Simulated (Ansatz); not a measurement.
One crystal and one scan (frozen-phonon scan) at two levels, r2SCAN (plane waves to 500 eV, PAW, scalar-relativistic; Ansatz, an electronic-structure program) and PBE (plane waves to 420 eV, PAW, scalar-relativistic; Ansatz), each from its own relaxed cell and on its own mesh. The cell shown is that of r2SCAN.

LiI (rock salt)

```
LiI
1.0
    0.00000     3.00909     3.00909
    3.00909     0.00000     3.00909
    3.00909     3.00909     0.00000
I Li
1 1
Direct
  0.00000   0.00000   0.00000
  0.50000   0.50000   0.50000
```

A phonon eigenvector at Γ is frozen into this cell: atom i moves by Q times the vector below, so Q is the largest atomic displacement, in Å. The cell is held. It is one choice among 3 degenerate patterns.

```
atom      x      y       z
----  -----  -----  ------
I1    0.000  0.000  -0.055
Li2   0.000  0.000   1.000
```

LiI was relaxed with its symmetry unable to fall. Spin-orbit coupling is left out, though I is heavy. Percentages come from the unrounded values.

Results of r2SCAN:

- Band gap of the relaxed cell, no spin-orbit coupling (eV): 5.00
- Harmonic wavenumber from the curvature (finite differences) (cm⁻¹ (negative: imaginary)): 125
- Shape of the curve: a single well with its minimum at or next to zero displacement

Task: Estimate the PBE values.

Result: 
```
quantity                                                                                   PBE   r2SCAN − PBE
----------------------------------------------------------------------------------------  ----  -------------
Band gap of the relaxed cell, no spin-orbit coupling (eV)                                 4.25  +0.75 (+18 %)
Harmonic wavenumber from the curvature (finite differences) (cm⁻¹ (negative: imaginary))   118      +7 (+6 %)
```

r2SCAN gives the higher value for: band gap of the relaxed cell, no spin-orbit coupling; harmonic wavenumber from the curvature. Both give the same shape of the curve: a single well with its minimum at or next to zero displacement. Neither level is exact: the differences show how much the result hangs on the functional.

(A displaced cell: forces are minus the slopes of the energy, force constants its curvatures, and phonons follow from these.)
